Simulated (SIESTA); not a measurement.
**Al under changes of volume**

One of the cells (16.603 Å³/atom); the others are scaled copies at fixed shape and fractional positions:

```
CELL_PARAMETERS angstrom
0.00000 2.02481 2.02481
2.02481 0.00000 2.02481
2.02481 2.02481 0.00000
ATOMIC_POSITIONS crystal
Al 0.00000 0.00000 0.00000
```

| Property | Result |
| --- | --- |
| Program | SIESTA 5.4.2 |
| Functional | LDA |
| Potentials or basis | PseudoDojo 0.4 standard (LDA files) |
| Basis | DZP (energy shift 0.003 Ry) |
| Grid cutoff | 500 Ry |
| Energy shift | 0.003 Ry |
| k mesh | 11 × 11 × 11 |
| Occupations | fermi-dirac, width 0.05 eV |
| Spin | no spin polarisation |

| volume (Å³/atom) | energy over the lowest point (meV/atom) | pressure (GPa) |
| --- | --- | --- |
| 15.607 | 0.89 | 1.4 |
| 15.939 | 0.00 | -0.5 |
| 16.271 | 2.88 | -2.2 |
| 16.603 | 9.07 | -3.7 |
| 16.935 | 18.18 | -5.0 |
| 17.267 | ? | ? |
| 17.599 | 43.83 | -7.2 |

Q: What does the run at 17.267 Å³/atom give?

A: Energy over the lowest point 29.89 meV/atom; pressure -6.2 GPa.

Worked out: A Birch-Murnaghan fit of order 3 (a polynomial in V^(-2/3)) to the other rows has its minimum at 15.85 Å³/atom with B0 = V·E''(V) = 90 GPa and B' = 5.0. It gives 29.87 meV/atom at 17.267 Å³/atom, against the run's 29.89, and -dE/dV = -6.2 GPa, against -6.2.

Energies are extrapolated to zero smearing.

Caveats: the basis of atomic orbitals isn't converged, which shifts pressures, moduli and gaps.
